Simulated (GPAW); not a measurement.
A run of GPAW 26.7.0 is set up as follows.

The input run.py:

```python
from ase import Atoms
from ase.filters import FrechetCellFilter
from ase.io import write
from ase.optimize import BFGS
from gpaw import GPAW, PW, setup_paths

setup_paths.insert(0, '.')

atoms = Atoms(['Pt'],
              cell=[[0.0, 1.9609, 1.9609],
                    [1.9609, 0.0, 1.9609],
                    [1.9609, 1.9609, 0.0]],
              scaled_positions=[[0.0, 0.0, 0.0]],
              pbc=True)

calc = GPAW(mode=PW(600),
            xc='PBEsol',
            kpts={'size': (12, 12, 12), 'gamma': True},
            occupations={'name': 'fermi-dirac', 'width': 0.05},
            nbands=17,
            convergence={'density': 1e-05, 'forces': 0.0001},
            maxiter=150,
            txt='gpaw.txt')
atoms.calc = calc
opt = BFGS(FrechetCellFilter(atoms), trajectory='relax.traj', logfile='-')
done = opt.run(fmax=0.02, steps=60)
calc.write('gs.gpw')
write('result.traj', atoms)
print('Converged:', done)
print('Cell:', atoms.cell.cellpar().round(4))
print('Volume:', round(atoms.get_volume(), 4))
print(atoms.get_scaled_positions().round(5))
```

Potentials or basis: PAW data sets generated in the run's folder for this functional, pw.

The run is started by

```sh
$ gpaw-setup -f PBEsol Pt
$ OMP_NUM_THREADS=1 python run.py
```

(1) Estimate the band gap on the k mesh.

(2) Estimate the space group after relaxing (to 0.05 Å).

(3) What does it give for the relaxed volume?

(4) Estimate the relaxed cell.

Results:

(1) none (metal or under the smearing width).

(2) Fm-3m (No. 225).

(3) 15.02 Å³/atom.

(4) a = 2.770 Å, b = 2.770 Å, c = 2.770 Å, α = 60.00°, β = 60.00°, γ = 60.00°.

Caveat: later steps reuse the first step's grids.
